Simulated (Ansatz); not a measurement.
The system is Ti.

```
Ti
1.0
     0.00000    2.03000    2.03000
     2.03000    0.00000    2.03000
     2.03000    2.03000    0.00000
Ti
1
Direct
  0.00000 0.00000 0.00000
```

This isn't the form of Ti at room conditions, which is hcp.

| Item | Value |
| --- | --- |
| Program | Ansatz 0.2.0 |
| Task | relaxation of cell and atoms |
| Functional | PBE |
| Dispersion | D3(BJ) |
| Potentials or basis | Ansatz PAW |
| Cutoff | 420 eV (not typed: the program's choice for these potentials) |
| k mesh | 11 × 11 × 11 |
| Occupations | fermi-dirac, width 0.05 eV |
| Spin | no spin polarisation |

At the start: volume 16.73 Å³/atom.

Q: How do energy, volume and symmetry change on relaxing?

A: It ends after 4 steps and the volume is 16.43 Å³/atom (-1.8 %); space group Fm-3m (No. 225, to 0.05 Å).

The path:
```csv
step,energy change (eV),largest force (eV/Å),volume (Å³)
1,0.0000,0.0000,16.73
2,-0.0010,0.0000,16.21
3,-0.0020,0.0000,16.43
4,-0.0020,0.0000,16.43
```

Final structure:
```xyz
1
Lattice="0.0000 2.0177 2.0177 2.0177 0.0000 2.0177 2.0177 2.0177 0.0000" Properties=species:S:1:pos:R:3 pbc="T T T"
Ti    0.0000    0.0000    0.0000
```

Caveat: the plane-wave basis is chosen anew once the cell has moved, so the energies of steps on either side of that aren't comparable; pairwise dispersion overbinds metals, which lowers pressure and volume.
